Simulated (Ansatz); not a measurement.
## WC: an elastic constant from a strain scan

All numbers below come from DFT PBE, scalar-relativistic, plane waves, PAW in Ansatz 0.2.0. Settings: plane waves to 420 eV, k-mesh 24×24×22 (Γ-centred), Gaussian smearing 0.15 eV. Spin–orbit coupling is left out, which can shift energies with elements as heavy as these. No spin polarisation. Energies are free energies at this smearing, counted from the undisturbed cell; pressure is positive in compression.

The starting cell (relaxed at this level):

```yaml
crystal:
  lattice:
    - [2.92177, 0.00000, 0.00000]
    - [-1.46089, 2.53033, 0.00000]
    - [0.00000, 0.00000, 2.84708]
  atoms:
    - { symbol: W, position: [0.00000, 0.00000, 0.00000] }
    - { symbol: C, position: [0.66667, 0.33333, 0.50000] }
```

The cell is strained by ε times the Voigt pattern (1, 0, 0, 0, 0, 0) (xx, yy, zz, yz, xz, xy; engineering shear) with fractional coordinates fixed. The cell holds 2 atoms in V0 = 21.05 Å³. The stress column is τ = (1/V0) dE/dε, got from the stress tensor σ (compression positive) at each point as −det(1 + εP) σ : P(1 + εP)⁻¹, with P the pattern as a tensor.

| ε | ΔE (meV/atom) | τ (GPa) |
| --- | --- | --- |
| -0.0400 | ? | ? |
| -0.0200 | 9.999 | -15.478 |
| 0.0000 | 0.000 | -0.120 |
| 0.0100 | 2.201 | 6.738 |
| 0.0300 | 19.276 | 18.938 |

Task: Which combination of elastic constants does this scan measure, and how large is it?

Result: For small ε, τ = τ0 + Kε with K = pᵀCp, which for this pattern is C11 in the Cartesian frame shown. The parabola through τ at ε = -0.0200, 0 and 0.0100 has slope K = 713 GPa at zero. The energies per cell, E = NΔE, of the same two points give K = 2[E(ε₊)/ε₊ − E(ε₋)/ε₋]/[(ε₊ − ε₋)V0] = 731 GPa, in agreement. These are clamped-ion values.

Task: Predict the withheld row at ε = -0.0400 from the harmonic law, and compare.

Result: ΔE = V0(τ0 ε + Kε²/2)/N = 37.792 meV/atom and τ = -28.65 GPa. The calculation gives 41.750 meV/atom and -33.31 GPa: the energy lies 10 % above the harmonic value, as bonds stiffen under compression.

Forces appear on the atoms along this scan, and letting them relax would lower the energy and soften the response. In a metal these slopes depend on the k mesh and the smearing.